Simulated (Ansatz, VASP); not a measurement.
## One calculation of Ti, two programs

```xyz
2
Lattice="2.9888 0.0000 0.0000 -1.4944 2.5884 0.0000 0.0000 0.0000 4.7416" Properties=species:S:1:pos:R:3 pbc="T T T"
Ti    1.4944    0.8628    3.5562
Ti    0.0000    1.7256    1.1854
```

Change from the starting cell: volume scaled by 1.04.

Alike in both runs: task single point; functional PBEsol; k mesh 10 × 10 × 6; occupations fermi-dirac, width 0.05 eV; no spin polarisation.

```csv
,VASP,Ansatz
version,VASP 6.6.1,Ansatz 0.2.0
potentials or method,"VASP PAW PBE potentials, release 64 (Ti_sv)",Ansatz PAW
plane-wave cutoff (eV),520,420
valence electrons in the cell,24,24
```

VASP gave:

- gap on the k mesh at the Fermi level (eV): none
- pressure (GPa): -9.4
- largest component of the traceless stress (GPa): 0.34

What did Ansatz give for the same quantities?

gap on the k mesh at the Fermi level (eV): none; pressure (GPa): -9.3; largest component of the traceless stress (GPa): 0.34.

A gap of «none» marks a metal or a gap that the smearing closes.

Caveats: the PAW data sets were made with another functional, which shifts forces and pressure a little (VASP); the PAW data sets come from PBE, with cores solved anew for the run's functional, which leaves a small shift of forces and pressure (Ansatz).
